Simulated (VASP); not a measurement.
## Pd: band structure with BEEF-vdW

The system is Pd.

```xyz
1
Lattice="0.0000 1.8931 1.8931 1.8931 0.0000 1.8931 1.8931 1.8931 0.0000" Properties=species:S:1:pos:R:3 pbc="T T T"
Pd    0.0000    0.0000    0.0000
```

The cell isn't the ideal one: volume scaled by 0.92.

```yaml
Program: VASP 6.6.1
Task: band structure
Functional: BEEF-vdW
Potentials_or_basis: VASP PAW PBE potentials, release 64 (Pd)
Cutoff: 520 eV
k_mesh: 12 × 12 × 12
Occupations: gaussian, width 0.01 eV
Spin: no spin polarisation
Further_INCAR_settings: ALGO = Normal; EDIFF = 1.00e-06; ISYM = 0
```

```
Band gap along the path : none (metal or under the smearing width)
```

Levels at the corners of the path, in eV from the Fermi level:
```csv
point,band 1,band 2,band 3,band 4,band 5,band 6,band 7,band 8,band 9
Γ,-7.48,-3.15,-3.15,-3.15,-1.36,-1.36,17.49,22.75,22.76
X,-6.00,-5.68,-0.04,0.36,0.36,3.66,11.85,13.99,13.99
W,-4.83,-3.74,-3.74,-1.48,0.36,9.64,9.64,11.42,12.43
K,-5.27,-4.60,-2.15,-1.07,-0.16,7.76,8.78,11.81,16.95
Γ,-7.48,-3.15,-3.15,-3.15,-1.36,-1.36,17.49,22.75,22.75
L,-5.80,-3.22,-3.22,0.00,0.00,1.12,8.20,16.86,22.25
U,-5.27,-4.60,-2.15,-1.07,-0.16,7.76,8.78,11.81,16.95
W,-4.83,-3.74,-3.74,-1.48,0.36,9.64,9.64,11.42,12.43
L,-5.80,-3.22,-3.22,0.00,0.00,1.12,8.20,16.86,22.25
K,-5.27,-4.60,-2.15,-1.07,-0.16,7.76,8.78,11.81,16.95
U,-5.27,-4.60,-2.15,-1.07,-0.16,7.76,8.78,11.81,16.95
X,-6.00,-5.68,-0.04,0.36,0.36,3.66,11.85,13.99,13.99
```

It took 22 s on 1 thread of Intel(R) Xeon(R) Platinum 8488C (Sapphire Rapids) (shared host), peak memory 0.22 GiB.

Caveat: the log is that of the step along the path at fixed density, whose energy, stress, charges and moments have no meaning.
